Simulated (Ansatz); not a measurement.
A plane-wave DFT run in Ansatz 0.2.0 (scalar-relativistic PAW potentials unless the input names others): input and command.

```yaml
crystal:
  lattice:
    - [0.0, 3.0247347168, 3.0694352298]
    - [3.0247347168, 0.0, 3.0694352298]
    - [3.0247347168, 3.0247347168, 0.0]
  atoms:
    - { symbol: In, position: [0.0, 0.0, 0.0] }
    - { symbol: P, position: [0.75, 0.75, 0.75] }
basis:
  ecutwfc: "58.8 Ry"
kpoints:
  mp_grid: { grid: [10, 10, 10] }
hamiltonian:
  xc: pbe
scf:
  occupations: { method: gaussian, width: 0.05 }
  initial_density: { chi_scale: 0.3 }
  convergence: { dr2_threshold: 1.0e-11 }
output:
  forces: true
  eigenvalues: true
  stress: true
```

```bash
ansatz run input.yaml --threads 2 --pin off --max-ram 5120MiB --backend cpu --events-out ev --progress --plain --runs-dir out
```

Abridged log:
```
Pseudopotentials: kind: paw
Pseudopotential: In, paw, valence charge 13, recommended cutoff 420 eV (normal)
Pseudopotential: P, paw, valence charge 5, recommended cutoff 420 eV (normal)
Functional definition: PBE
Crystal: 2 atoms, lattice volume = 56.165 Å³
Basis set: ecut = 800.01475563 eV, 2847 PW (Γ), exchange–correlation on 80×80×80 points (8 copies of the dense FFT grid, shifted against one another)
Bands: 13, of which v1, the nominal top of the filled ones, is band 9 counted from 1 (8 counted from 0)
Symmetry: 8 space group operations
Space group: I-4m2 (ITA 119), of the structure as read, at distance tolerance 3.8e-5 Å
k-points: 102 of 1000 (time reversal used)
Initial density: superposition of atomic densities (chi_scale 0.3, normalization cell, long waves kept (reshape's long-wave potential 0.00 eV rms))
Initial wavefunctions: pseudopotential atomic-orbital guess
Functional: x = pbe(κ = 0.804, μ = 0.21951497), c = pbe(β = 0.06672455)
SCF iter   1: F=—  HF=-6354.052882 eV  |F-HF|=—  |Δ(HF+E_count)|=         —  Δρ=2.93e-2  dr2=4.04e-1  ethr=3.10e-3  ⟨swp⟩=6.2  Hψ=8637  notcnv=0
SCF iter   2: F=—  HF=-6353.981676 eV  |F-HF|=—  |Δ(HF+E_count)|=   7.12e-2  Δρ=1.14e-2  dr2=5.55e-2  ethr=2.25e-3  ⟨swp⟩=3.0  Hψ=3240  notcnv=0
SCF iter   3: F=—  HF=-6353.976825 eV  |F-HF|=—  |Δ(HF+E_count)|=   4.85e-3  Δρ=3.27e-3  dr2=3.96e-3  ethr=3.08e-4  ⟨swp⟩=2.9  Hψ=2602  notcnv=0
SCF iter   4: F=—  HF=-6353.976369 eV  |F-HF|=—  |Δ(HF+E_count)|=   4.55e-4  Δρ=4.58e-4  dr2=1.89e-4  ethr=2.20e-5  ⟨swp⟩=2.1  Hψ=2399  notcnv=0
SCF iter   5: F=—  HF=-6353.976339 eV  |F-HF|=—  |Δ(HF+E_count)|=   3.05e-5  Δρ=2.31e-4  dr2=1.80e-5  ethr=1.05e-6  ⟨swp⟩=2.3  Hψ=1870  notcnv=0
SCF iter   6: F=—  HF=-6353.976346 eV  |F-HF|=—  |Δ(HF+E_count)|=   6.86e-6  Δρ=4.68e-5  dr2=7.35e-7  ethr=1.00e-7  ⟨swp⟩=3.0  Hψ=2420  notcnv=0
SCF iter   7: F=—  HF=-6353.976344 eV  |F-HF|=—  |Δ(HF+E_count)|=   1.28e-6  Δρ=7.22e-6  dr2=2.05e-8  ethr=4.08e-9  ⟨swp⟩=2.0  Hψ=1712  notcnv=0
SCF iter   8: F=—  HF=-6353.976344 eV  |F-HF|=—  |Δ(HF+E_count)|=   2.55e-8  Δρ=3.90e-7  dr2=6.82e-11  ethr=1.14e-10  ⟨swp⟩=3.0  Hψ=2502  notcnv=0
SCF iter   9: F=-6353.976344 eV  HF=-6353.976344 eV  |F-HF|=4.55e-12  |Δ(HF+E_count)|=  2.01e-10  Δρ=4.55e-8  dr2=9.19e-13  ethr=1.00e-12  ⟨swp⟩=9.0  Hψ=8551  notcnv=0
SCF 1 converged in 9 iterations: F = -6353.976344 eV  dr2 = 9.19e-13
  Residual-converged pass: ⟨swp⟩=1.1  Hψ=1750  notcnv=0  max |occ|·‖R‖ = 7.0e-9 eV (tolerance 1.0e-8 eV) dr2=9.19e-13  dr2_onsite=1.55e-13  max |Δocc| = 4.1e-14
SCF converged after 9 iterations
Free energy (F): -6353.976344 eV
Harris-Foulkes:  -6353.976344 eV  (|F-HF|=4.55e-12)
Internal energy: -6353.976313 eV  (E = F + TS)
E sigma→0 (E₀):  -6353.976329 eV
Entropy (-TS):   -0.000032 eV (-0.016 meV/atom)
Fermi energy:    5.761795 eV
--- Forces (eV/Å), atoms counted from 1 ---
  atom   1  In     0.00000000     0.00000000     0.00000000
  atom   2  P      0.00000000     0.00000000     0.00000000
--- Stress (GPa, compression-positive) ---
       -2.878022       0.000000       0.000000
        0.000000      -2.878022       0.000000
        0.000000       0.000000      -3.504143
  P = ⅓ Tr σ = -3.0867 GPa (-30.867 kbar)
```

Apart from outputs and empty bands, the input differs from a reference run on usual settings in scf.initial_density.chi_scale: not typed → 0.3; basis.ecutwfc: 420 → "58.8 Ry"; scf.convergence.dr2_threshold: not typed → 1e-11. The reference, at the same geometry (not necessarily relaxed), gave pressure -3.08 GPa, largest force 0.000 eV/Å, gap on the mesh 0.10 eV. This run converged in 9 SCF iterations (reference: 6) with an energy at zero smearing 1.10 meV/atom below the reference's, pressure -3.09 GPa, largest force 0.000 eV/Å, gap on the mesh 0.10 eV.

Time: 12 s on 2 threads of Intel(R) Xeon(R) Processor @ 2.70GHz, with other jobs on the host, peak memory 0.51 GiB.